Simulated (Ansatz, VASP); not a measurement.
## CdTe in VASP and in Ansatz

```
CELL_PARAMETERS angstrom
0.00000 3.24467 3.24467
3.24467 0.00000 3.24467
3.24467 3.24467 0.00000
ATOMIC_POSITIONS crystal
Cd 0.00000 0.00000 0.00000
Te 0.25000 0.25000 0.25000
```

Alike in both runs: functional PBEsol; k mesh 8 × 8 × 8; occupations gaussian, width 0.02 eV; no spin polarisation.

Ansatz relaxed the structure, and its values are those at the end. VASP's run is a single point on that final structure, the one shown.

|  | VASP | Ansatz |
| --- | --- | --- |
| version | VASP 6.6.1 | Ansatz 0.2.0 |
| potentials or method | VASP PAW PBE potentials, release 64 (Cd, Te) | scalar-relativistic, plane waves, PAW |
| plane-wave cutoff (eV) | 520 | 420 |
| valence electrons in the cell | 18 | 36 |

|  | VASP | Ansatz | Ansatz less VASP |
| --- | --- | --- | --- |
| gap on the k mesh at the Fermi level (eV) | 0.65 | 0.65 | -0.002 |
| least direct gap on the mesh (eV) | 0.65 | 0.65 | -0.002 |
| pressure (GPa) | 0.2 | 0.0 | -0.16 |

With one functional, cell and mesh, what is left measures potentials, basis and numerics. The two sets of potentials don't hold the same shells in valence.

Caveats: the PAW data sets were made with another functional, which shifts forces and pressure a little (VASP); spin-orbit coupling is left out, which moves the levels of the heavy elements.
